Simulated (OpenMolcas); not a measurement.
Run times for C4H10Zn (SMILES CC[Zn]CC)

C4H10Zn: 15 atoms, total charge 0, spin state singlet. As SMILES, `CC[Zn]CC`. The shape is that of a PBE0-D4/def2-TZVP optimisation.

```xyz
15

C     0.2353    1.9802    1.8074
C     1.0390    0.6861    1.6791
Zn    0.5213   -0.4799    0.1939
C     0.0004   -1.6428   -1.2926
C    -1.1573   -1.1316   -2.1501
H    -0.8305    1.7866    1.9579
H     0.5703    2.5897    2.6540
H     0.3201    2.6047    0.9136
H     0.9618    0.1052    2.6055
H     2.1048    0.9179    1.5687
H    -0.2478   -2.6271   -0.8786
H     0.8856   -1.8050   -1.9186
H    -0.9296   -0.1665   -2.6116
H    -1.4024   -1.8231   -2.9640
H    -2.0707   -0.9944   -1.5645
```

Program: OpenMolcas 26.06. Hardware: 1 thread of Intel Xeon Platinum 8488C (Sapphire Rapids), shared host, so times are rough. Two-electron integrals are exact unless an approximation is named.

Task: Estimate their order by wall time, quickest first.
A. gradient at HF/3-21G
B. gradient at SVWN5/6-31G* (spherical functions), grid UltraFine
C. gradient at HF/6-31G* (spherical functions)

Result: A (6 s), C (23 s), B (76 s).
